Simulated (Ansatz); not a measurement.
# Polar AlN (0001) films against thickness, part 4 of 5

What happens to a polar AlN (0001) film as it grows?

Ansatz 0.2.0; plane-wave DFT, LDA, Ansatz PAW.

So far. Step 8 (The relaxed film, single point, 6 atoms, units 3): The vacuum levels of the two faces differ by 0.00 eV, and the gap is 3.94 eV. Cations and anions have moved into nearly the same planes, so this film is no longer polar. Step 9 (Before relaxing, 6 atoms, units 3): The vacuum levels of the two faces differ by 3.63 eV, and there is no gap.

### Step 10. Relaxation, 8 atoms, units 4

System of this step: AlN (0001), 4 units. The cell holds 8 atoms: 4 N and 4 Al. Cell: a = 3.110 Å, b = 3.110 Å, c = 26.058 Å, α = 90.0°, β = 90.0°, γ = 120.0°. It derives from AlN (wurtzite AlN). Vacuum lies along c.

The next thickness, treated alike, to follow how potential and charge build up across the film.

Input file input.yaml:

```yaml
crystal:
  lattice:
    - [3.11, 0.0, 0.0]
    - [-1.555, 2.69333901, 0.0]
    - [0.0, 0.0, 26.05764]
  atoms:
    - { symbol: "N", position: [0.66666667, 0.33333333, 0.3453881472] }
    - { symbol: Al, position: [0.33333333, 0.66666667, 0.3679396906] }
    - { symbol: "N", position: [0.33333333, 0.66666667, 0.4409455346] }
    - { symbol: Al, position: [0.66666667, 0.33333333, 0.463497078] }
    - { symbol: "N", position: [0.66666667, 0.33333333, 0.536502922] }
    - { symbol: Al, position: [0.33333333, 0.66666667, 0.5590544654] }
    - { symbol: "N", position: [0.33333333, 0.66666667, 0.6320603094] }
    - { symbol: Al, position: [0.66666667, 0.33333333, 0.6546118528] }
kpoints:
  mp_grid: { grid: [12, 12, 1] }
hamiltonian:
  xc: lda
scf:
  occupations: { method: fermi_dirac, width: 0.03 }
  convergence: { dr2_threshold: 1.0e-09 }
efield:
  axis: 3
  dipole_correction: true
  ramp_position: 0.97
  ramp_width: 0.06
relax:
  f_tol: 0.01
  max_steps: 100
output:
  write_potential: true
  write_density: true
  volumetric_format: npy
```

Launch:

```bash
ansatz run input.yaml --threads 4 --pin off --max-ram 6144MiB --backend cpu --events-out ev --progress --plain --runs-dir out
```

Numbers of over 12 decimals in the logs are rounded to 6 here.

The log of the run:

```text
[...]
Crystal: 8 atoms, lattice volume = 218.266 Å³
Basis set: ecut = 420 eV, 4251 PW (Γ)
Bands: 24, of which v1, the nominal top of the filled ones, is band 16 counted from 1 (15 counted from 0)
Symmetry: 6 space group operations
[...]
k-points: 19 of 144 (time reversal used)
[...]
- { symbol: Al, position: [0.333333, 0.666667, 0.378100] }
    - { symbol: N, position: [0.333333, 0.666667, 0.458842] }
    - { symbol: Al, position: [0.666667, 0.333333, 0.458188] }
    - { symbol: N, position: [0.666667, 0.333333, 0.541158] }
    - { symbol: Al, position: [0.333333, 0.666667, 0.541813] }
    - { symbol: N, position: [0.333333, 0.666667, 0.625320] }
    - { symbol: Al, position: [0.666667, 0.333333, 0.621900] }
[key lines of the parts left out:]
SCF converged after 7 iterations
Free energy (F): -3557.221786 eV
Fermi energy:    1.254452 eV
Dipole field:    D = 0.000039 V/Å  (p = 0.000047 e·Å, saw-weighted, corrected)
Work function:   Φ+ = 3.6252 eV   Φ− = 3.6263 eV
```

Run time: 30 s. Hardware: 4 threads of Arm Neoverse V1, shared host; peak memory 0.45 GiB.

The steps of the relaxation:

```csv
step,energy less that of the first step (eV),largest force component (eV/Å)
1,0.0000,2.3516
2,-0.3460,1.6780
3,-0.7927,0.7549
4,-1.2927,1.3740
5,-1.7715,1.4084
6,-2.0503,0.4215
7,-2.0789,0.3913
8,-2.0966,0.0831
9,-2.0973,0.0219
10,-2.0973,0.0041
```

Forces are held to the 6 operations that the run works with; a distortion that breaks them can't arise in this run.

The atoms that moved most (Å):

```csv
atom,dx,dy,dz,length
Al8,0.000,0.000,-0.852,0.852
N1,0.000,0.000,0.763,0.763
N3,0.000,0.000,0.466,0.466
Al6,0.000,0.000,-0.449,0.449
Al2,0.000,0.000,0.265,0.265
N7,0.000,0.000,-0.176,0.176
Al4,0.000,0.000,-0.138,0.138
N5,0.000,0.000,0.121,0.121
```

Final coordinates:

```xyz
8
Lattice="3.1100 0.0000 0.0000 -1.5550 2.6933 0.0000 0.0000 0.0000 26.0576" Properties=species:S:1:pos:R:3
N     1.5550    0.8978    9.7633
Al    0.0000    1.7956    9.8524
N     0.0000    1.7956   11.9564
Al    1.5550    0.8978   11.9393
N     1.5550    0.8978   14.1013
Al    0.0000    1.7956   14.1184
N     0.0000    1.7956   16.2944
Al    1.5550    0.8978   16.2053
```

The relaxation took 10 steps and lowered the energy by 2.1 eV; the largest force on the free atoms ends at 0.0041 eV/Å.

The gap is 3.87 eV, with the valence edge 5.60 eV and the conduction edge 1.72 eV under the upper vacuum level.

### Step 11. The relaxed film, single point, 8 atoms, units 4

The next thickness, treated alike, to follow how potential and charge build up across the film.

input.yaml, the sections that differ from step 10:

```yaml
crystal:
  lattice:
    - [3.1100000024, 0.0, 0.0]
    - [-1.5550000012, 2.6933390079, 0.0]
    - [0.0, 0.0, 26.05764]
  atoms:
    - { symbol: "N", position: [0.6666666667, 0.3333333333, 0.3746791102] }
    - { symbol: Al, position: [0.3333333333, 0.6666666667, 0.3780996494] }
    - { symbol: "N", position: [0.3333333333, 0.6666666667, 0.4588424278] }
    - { symbol: Al, position: [0.6666666667, 0.3333333333, 0.4581879666] }
    - { symbol: "N", position: [0.6666666667, 0.3333333333, 0.5411575526] }
    - { symbol: Al, position: [0.3333333333, 0.6666666667, 0.5418131861] }
    - { symbol: "N", position: [0.3333333333, 0.6666666667, 0.625319667] }
    - { symbol: Al, position: [0.6666666667, 0.3333333333, 0.6219004403] }
output:
  eigenvalues: true
  dos: { projected: true, e_range: [-7, 7] }
  write_potential: true
  write_density: true
  volumetric_format: npy
# kpoints, hamiltonian, scf, efield: as in step 10
# relax: removed
```

The log of the run:

```text
[...]
Crystal: 8 atoms, lattice volume = 218.266 Å³
Basis set: ecut = 420 eV, 4251 PW (Γ)
Bands: 24, of which v1, the nominal top of the filled ones, is band 16 counted from 1 (15 counted from 0)
Symmetry: 6 space group operations
k-points: 19 of 144 (time reversal used)
[...]
k-point 1: bands = [... 12 lower, -2.1029, -1.9622, -1.8364, -0.7923, 3.3965, 3.7058, 4.9276, 5.3612, ... 4 higher]
  k-point 2: bands = [... 12 lower, -2.0753, -1.8676, -1.8154, -0.7369, 3.9013, 3.9651, 5.3624, 5.5896, ... 4 higher]
  k-point 18: bands = [... 12 lower, -2.8201, -2.8200, -1.3409, -1.3405, 5.1335, 6.2077, 6.2084, 6.4367, ... 4 higher]
[key lines of the parts left out:]
SCF converged after 10 iterations
Free energy (F): -3557.221786 eV
Fermi energy:    1.254476 eV
Dipole field:    D = 0.000034 V/Å  (p = 0.000041 e·Å, saw-weighted, corrected)
Work function:   Φ+ = 3.6253 eV   Φ− = 3.6262 eV
```

The job ended after 3.9 s (4 threads; peak memory 0.46 GiB; 15 s of CPU time).

The density of states has structure finer than the step of the table below, so its rows give means over 0.2 eV, whole bins alone (the curve runs from -7 to 1.98 eV). Peaks (eV: height): -5.84: 8.76, -4.79: 6.91, -4.19: 6.95, -3.95: 7.20, -3.49: 7.94, -3.35: 12.0, -2.44: 8.36.

Table of density of states by energy, zero at the Fermi level of the run, which the smearing sets inside the gap; means over each step:

energy (eV), density of states (states/eV a cell) and a bar:
```
     -6.8        3.9 ################
     -6.6        3.3 ##############
     -6.4        3.0 ############
     -6.2        2.9 ############
     -6.0        3.3 ##############
     -5.8        5.1 #####################
     -5.6        3.9 ################
     -5.4        3.5 ###############
     -5.2        3.2 #############
     -5.0        3.5 ###############
     -4.8        5.0 #####################
     -4.6        3.8 ################
     -4.4        3.7 ###############
     -4.2        5.6 #######################
     -4.0        3.9 ################
     -3.8        3.6 ###############
     -3.6        5.4 #######################
     -3.4        7.2 ##############################
     -3.2        4.7 ###################
     -3.0        3.1 #############
     -2.8        3.4 ##############
     -2.6        3.7 ###############
     -2.4        4.0 #################
     -2.2        1.1 #####
     -2.0        1.6 #######
     -1.8        0.0
```

The vacuum levels of the two faces differ by 0.00 eV, and the gap is 3.87 eV. Cations and anions have moved into nearly the same planes, so this film is no longer polar.

### Step 12. Before relaxing, 8 atoms, units 4

input.yaml, the sections that differ from step 11:

```yaml
crystal:
  lattice:
    - [3.11, 0.0, 0.0]
    - [-1.555, 2.69333901, 0.0]
    - [0.0, 0.0, 26.05764]
  atoms:
    - { symbol: "N", position: [0.66666667, 0.33333333, 0.3453881472] }
    - { symbol: Al, position: [0.33333333, 0.66666667, 0.3679396906] }
    - { symbol: "N", position: [0.33333333, 0.66666667, 0.4409455346] }
    - { symbol: Al, position: [0.66666667, 0.33333333, 0.463497078] }
    - { symbol: "N", position: [0.66666667, 0.33333333, 0.536502922] }
    - { symbol: Al, position: [0.33333333, 0.66666667, 0.5590544654] }
    - { symbol: "N", position: [0.33333333, 0.66666667, 0.6320603094] }
    - { symbol: Al, position: [0.66666667, 0.33333333, 0.6546118528] }
output:
  write_potential: true
  write_density: true
  volumetric_format: npy
# kpoints, hamiltonian, scf, efield: as in step 11
```

The log of the run:

```text
[...]
Crystal: 8 atoms, lattice volume = 218.266 Å³
Basis set: ecut = 420 eV, 4251 PW (Γ)
Bands: 24, of which v1, the nominal top of the filled ones, is band 16 counted from 1 (15 counted from 0)
Symmetry: 6 space group operations
[...]
k-points: 19 of 144 (time reversal used)
[...]
k-point 1: bands = [... 12 lower, -2.1421, -1.4060, -1.0155, -0.7022, -0.4638, 2.5966, 3.5472, 4.0786, ... 4 higher]
  k-point 2: bands = [... 12 lower, -2.3140, -1.6203, -1.0851, -0.8107, -0.6144, 3.1568, 3.8904, 4.5759, ... 4 higher]
  k-point 18: bands = [... 12 lower, -4.0407, -3.2722, -2.4772, -0.3994, 1.0992, 1.9694, 3.8382, 4.9525, ... 4 higher]
[key lines of the parts left out:]
SCF converged after 16 iterations
Free energy (F): -3555.124491 eV
Fermi energy:    -0.525192 eV
Dipole field:    D = 0.133058 V/Å  (p = 0.160496 e·Å, saw-weighted, corrected)
Work function:   Φ+ = 4.4420 eV   Φ− = 7.9092 eV
```

The job ended after 4.5 s (4 threads; peak memory 0.47 GiB).

The vacuum levels of the two faces differ by 3.47 eV, and there is no gap.

### Step 13. Relaxing the film, 12 atoms, units 6

System of this step: AlN (0001), 6 units. The cell holds 12 atoms: 6 N and 6 Al. Its edges and angles: a = 3.110 Å, b = 3.110 Å, c = 31.038 Å, α = 90.0°, β = 90.0°, γ = 120.0°. It derives from AlN (wurtzite AlN). Vacuum lies along c.

The next thickness, treated alike, to follow how potential and charge build up across the film.

input.yaml, the sections that differ from step 12:

```yaml
crystal:
  lattice:
    - [3.11, 0.0, 0.0]
    - [-1.555, 2.69333901, 0.0]
    - [0.0, 0.0, 31.03764]
  atoms:
    - { symbol: "N", position: [0.66666667, 0.33333333, 0.2899705003] }
    - { symbol: Al, position: [0.33333333, 0.66666667, 0.3089036409] }
    - { symbol: "N", position: [0.33333333, 0.66666667, 0.3701956721] }
    - { symbol: Al, position: [0.66666667, 0.33333333, 0.3891288126] }
    - { symbol: "N", position: [0.66666667, 0.33333333, 0.4504208439] }
    - { symbol: Al, position: [0.33333333, 0.66666667, 0.4693539844] }
    - { symbol: "N", position: [0.33333333, 0.66666667, 0.5306460156] }
    - { symbol: Al, position: [0.66666667, 0.33333333, 0.5495791561] }
    - { symbol: "N", position: [0.66666667, 0.33333333, 0.6108711874] }
    - { symbol: Al, position: [0.33333333, 0.66666667, 0.6298043279] }
    - { symbol: "N", position: [0.33333333, 0.66666667, 0.6910963591] }
    - { symbol: Al, position: [0.66666667, 0.33333333, 0.7100294997] }
relax:
  f_tol: 0.01
  max_steps: 100
# kpoints, hamiltonian, scf, efield, output: as in step 12
```

The log of the run:

```text
[...]
Crystal: 12 atoms, lattice volume = 259.980 Å³
Basis set: ecut = 420 eV, 5035 PW (Γ)
Bands: 36, of which v1, the nominal top of the filled ones, is band 24 counted from 1 (23 counted from 0)
Symmetry: 6 space group operations
[...]
k-points: 19 of 144 (time reversal used)
[...]
- { symbol: Al, position: [0.333333, 0.666667, 0.465318] }
    - { symbol: N, position: [0.333333, 0.666667, 0.534747] }
    - { symbol: Al, position: [0.666667, 0.333333, 0.534678] }
    - { symbol: N, position: [0.666667, 0.333333, 0.604027] }
    - { symbol: Al, position: [0.333333, 0.666667, 0.604510] }
    - { symbol: N, position: [0.333333, 0.666667, 0.674663] }
    - { symbol: Al, position: [0.666667, 0.333333, 0.671800] }
[key lines of the parts left out:]
SCF converged after 7 iterations
Free energy (F): -5336.237217 eV
Fermi energy:    2.730904 eV
Dipole field:    D = 0.000002 V/Å  (p = 0.000003 e·Å, saw-weighted, corrected)
Work function:   Φ+ = 3.4357 eV   Φ− = 3.4357 eV
```

The job ended after 94 s (4 threads; peak memory 0.58 GiB; 6 min of CPU time).

The relaxation took 17 steps and lowered the energy by 1.5 eV; the largest force on the free atoms ends at 9.1e-4 eV/Å.

The gap is 3.71 eV, with the valence edge 5.32 eV and the conduction edge 1.61 eV under the upper vacuum level.

### Step 14. The relaxed film, single point, 12 atoms, units 6

The next thickness, treated alike, to follow how potential and charge build up across the film.

Input file input.yaml:

```yaml
crystal:
  lattice:
    - [3.1100000024, 0.0, 0.0]
    - [-1.5550000012, 2.6933390079, 0.0]
    - [0.0, 0.0, 31.03764]
  atoms:
    - { symbol: "N", position: [0.6666666667, 0.3333333333, 0.3253380645] }
    - { symbol: Al, position: [0.3333333333, 0.6666666667, 0.3282024905] }
    - { symbol: "N", position: [0.3333333333, 0.6666666667, 0.3959731334] }
    - { symbol: Al, position: [0.6666666667, 0.3333333333, 0.3954912629] }
    - { symbol: "N", position: [0.6666666667, 0.3333333333, 0.4652506076] }
    - { symbol: Al, position: [0.3333333333, 0.6666666667, 0.4653183997] }
    - { symbol: "N", position: [0.3333333333, 0.6666666667, 0.5347472935] }
    - { symbol: Al, position: [0.6666666667, 0.3333333333, 0.5346775831] }
    - { symbol: "N", position: [0.6666666667, 0.3333333333, 0.6040274442] }
    - { symbol: Al, position: [0.3333333333, 0.6666666667, 0.604510369] }
    - { symbol: "N", position: [0.3333333333, 0.6666666667, 0.6746631713] }
    - { symbol: Al, position: [0.6666666667, 0.3333333333, 0.6718001804] }
kpoints:
  mp_grid: { grid: [12, 12, 1] }
hamiltonian:
  xc: lda
scf:
  occupations: { method: fermi_dirac, width: 0.03 }
  convergence: { dr2_threshold: 1.0e-09 }
efield:
  axis: 3
  dipole_correction: true
  ramp_position: 0.97
  ramp_width: 0.06
output:
  eigenvalues: true
  dos: { projected: true, e_range: [-7, 7] }
  write_potential: true
  write_density: true
  volumetric_format: npy
```

The log of the run:

```text
[...]
Crystal: 12 atoms, lattice volume = 259.980 Å³
Basis set: ecut = 420 eV, 5035 PW (Γ)
Bands: 36, of which v1, the nominal top of the filled ones, is band 24 counted from 1 (23 counted from 0)
Symmetry: 6 space group operations
[...]
k-points: 19 of 144 (time reversal used)
[...]
k-point 0: bands = [... 20 lower, -0.5699, -0.5699, -0.3915, 0.8116, 4.5569, 4.7334, 5.9165, 6.2880, ... 8 higher]
  k-point 1: bands = [... 20 lower, -0.6151, -0.5784, -0.0799, 0.8459, 4.7746, 4.8706, 6.1012, 6.4148, ... 8 higher]
  k-point 2: bands = [... 20 lower, -0.6869, -0.6040, 0.1433, 0.7195, 5.2143, 5.2197, 6.5075, 6.7590, ... 8 higher]
  k-point 18: bands = [... 20 lower, -0.8357, -0.8355, 0.0326, 0.0328, 6.1267, 7.0491, 7.4916, 7.4918, ... 8 higher]
[key lines of the parts left out:]
SCF converged after 10 iterations
Free energy (F): -5336.237217 eV
Fermi energy:    2.730933 eV
Dipole field:    D = 0.000003 V/Å  (p = 0.000004 e·Å, saw-weighted, corrected)
Work function:   Φ+ = 3.4356 eV   Φ− = 3.4357 eV
```

Elapsed: 7.2 s, on 4 threads; peak memory 0.61 GiB.

The density of states has structure finer than the step of the table below, so its rows give means over 0.25 eV, whole bins alone (the curve runs from -7 to 1.98 eV). Peaks (eV: height): -5.320: 8.60, -4.330: 12.0, -4.020: 9.11, -3.700: 10.8, -3.530: 8.95, -3.320: 8.96, -2.650: 11.3.

The density of states by energy, zero at the Fermi level of the run, which the smearing sets inside the gap; means over each step:

energy (eV), density of states (states/eV a cell) and a bar:
```
    -6.75        4.4 ################
    -6.50        4.4 ################
    -6.25        6.1 #######################
    -6.00        5.0 ##################
    -5.75        5.2 ###################
    -5.50        6.7 #########################
    -5.25        6.4 ########################
    -5.00        5.3 ###################
    -4.75        6.9 #########################
    -4.50        5.1 ###################
    -4.25        7.6 ############################
    -4.00        6.6 ########################
    -3.75        8.2 ##############################
    -3.50        6.2 #######################
    -3.25        6.0 ######################
    -3.00        5.2 ###################
    -2.75        6.2 #######################
    -2.50        2.9 ###########
    -2.25        0.7 ###
    -2.00        0.9 ###
    -1.75        0.0 
    -1.50        0.0 
    -1.25        0.0 
    -1.00        0.0 
    -0.75        0.0 
    -0.50        0.0 
    -0.25        0.0 
     0.00        0.0 
     0.25        0.0 
     0.50        0.0 
     0.75        0.0 
     1.00        0.0 
     1.25        0.0 
     1.50        0.0 
     1.75        0.0
```

The vacuum levels of the two faces differ by 0.00 eV, and the gap is 3.71 eV. Cations and anions have moved into nearly the same planes, so this film is no longer polar.

### Step 15. Relaxation, 16 atoms, units 8

System of this step: AlN (0001), 8 units. The cell holds 16 atoms: 8 N and 8 Al. Its edges and angles: a = 3.110 Å, b = 3.110 Å, c = 36.018 Å, α = 90.0°, β = 90.0°, γ = 120.0°. It derives from AlN (wurtzite AlN). Vacuum lies along c.

The next thickness, treated alike, to follow how potential and charge build up across the film.

Input file input.yaml:

```yaml
crystal:
  lattice:
    - [3.11, 0.0, 0.0]
    - [-1.555, 2.69333901, 0.0]
    - [0.0, 0.0, 36.01764]
  atoms:
    - { symbol: "N", position: [0.66666667, 0.33333333, 0.24987756] }
    - { symbol: Al, position: [0.33333333, 0.66666667, 0.2661928988] }
    - { symbol: "N", position: [0.33333333, 0.66666667, 0.3190103516] }
    - { symbol: Al, position: [0.66666667, 0.33333333, 0.3353256904] }
    - { symbol: "N", position: [0.66666667, 0.33333333, 0.3881431432] }
    - { symbol: Al, position: [0.33333333, 0.66666667, 0.404458482] }
    - { symbol: "N", position: [0.33333333, 0.66666667, 0.4572759348] }
    - { symbol: Al, position: [0.66666667, 0.33333333, 0.4735912736] }
    - { symbol: "N", position: [0.66666667, 0.33333333, 0.5264087264] }
    - { symbol: Al, position: [0.33333333, 0.66666667, 0.5427240652] }
    - { symbol: "N", position: [0.33333333, 0.66666667, 0.595541518] }
    - { symbol: Al, position: [0.66666667, 0.33333333, 0.6118568568] }
    - { symbol: "N", position: [0.66666667, 0.33333333, 0.6646743096] }
    - { symbol: Al, position: [0.33333333, 0.66666667, 0.6809896484] }
    - { symbol: "N", position: [0.33333333, 0.66666667, 0.7338071012] }
    - { symbol: Al, position: [0.66666667, 0.33333333, 0.75012244] }
kpoints:
  mp_grid: { grid: [12, 12, 1] }
hamiltonian:
  xc: lda
scf:
  occupations: { method: fermi_dirac, width: 0.03 }
  convergence: { dr2_threshold: 1.0e-09 }
efield:
  axis: 3
  dipole_correction: true
  ramp_position: 0.97
  ramp_width: 0.06
relax:
  f_tol: 0.01
  max_steps: 100
output:
  write_potential: true
  write_density: true
  volumetric_format: npy
```

The log of the run:

```text
[...]
Crystal: 16 atoms, lattice volume = 301.694 Å³
Basis set: ecut = 420 eV, 5845 PW (Γ)
Bands: 48, of which v1, the nominal top of the filled ones, is band 32 counted from 1 (31 counted from 0)
Symmetry: 6 space group operations
[...]
k-points: 19 of 144 (time reversal used)
[...]
- { symbol: Al, position: [0.333333, 0.666667, 0.539785] }
    - { symbol: N, position: [0.333333, 0.666667, 0.593487] }
    - { symbol: Al, position: [0.666667, 0.333333, 0.607111] }
    - { symbol: N, position: [0.666667, 0.333333, 0.660821] }
    - { symbol: Al, position: [0.333333, 0.666667, 0.674477] }
    - { symbol: N, position: [0.333333, 0.666667, 0.728601] }
    - { symbol: Al, position: [0.666667, 0.333333, 0.742983] }
[key lines of the parts left out:]
SCF converged after 18 iterations
Free energy (F): -7114.920316 eV
Fermi energy:    2.321909 eV
Dipole field:    D = 0.059693 V/Å  (p = 0.099524 e·Å, saw-weighted, corrected)
Work function:   Φ+ = 4.3085 eV   Φ− = 6.4585 eV
```

It took 92 s on 4 threads; peak memory 0.7 GiB.

Running mean over 2.49 Å of the planar mean; the ramp of the sawtooth is left out. Electron's electrostatic potential energy less the Fermi level against z:

```csv
z (Å),electron's electrostatic potential energy less the Fermi level (eV)
4,6.46
5,6.46
6,6.45
7,6.35
8,4.18
9,-1.71
10,-3.72
11,-4.55
12,-4.15
13,-4.81
14,-4.56
15,-4.88
16,-5.06
17,-5.11
18,-5.63
19,-5.59
20,-6.03
21,-6.12
22,-6.23
23,-6.65
24,-6.62
25,-7.00
26,-7.06
27,-6.55
28,-0.738
29,3.18
30,4.15
31,4.29
32,4.31
```

The relaxation took 8 steps and lowered the energy by 0.48 eV; the largest force on the free atoms ends at 0.0036 eV/Å.

The work function of the upper face is 4.31 eV.

(Continued in part 5 of 5.)

[Logs are printed without paths, hosts, clocks, repeated set-up lines and the standing remarks that a program may print on its own settings, such as how far it seeks lower states.]

[Hosts, paths, dates, database ids (printed as entryN), source tags and the programs' standing remarks are cut or masked in the printed files.]

[Maps of the electrostatic potential energy from Ansatz leave out the sawtooth potential of an applied field or a dipole correction, so their vacuum need not be flat; planar profiles and work functions include it.]

[The density of states shown here was stored with 400 of the rows of the run's finer table, so its peaks can read low, often by over a quarter, or be missed, and its means over a window can be off by a tenth or more.]
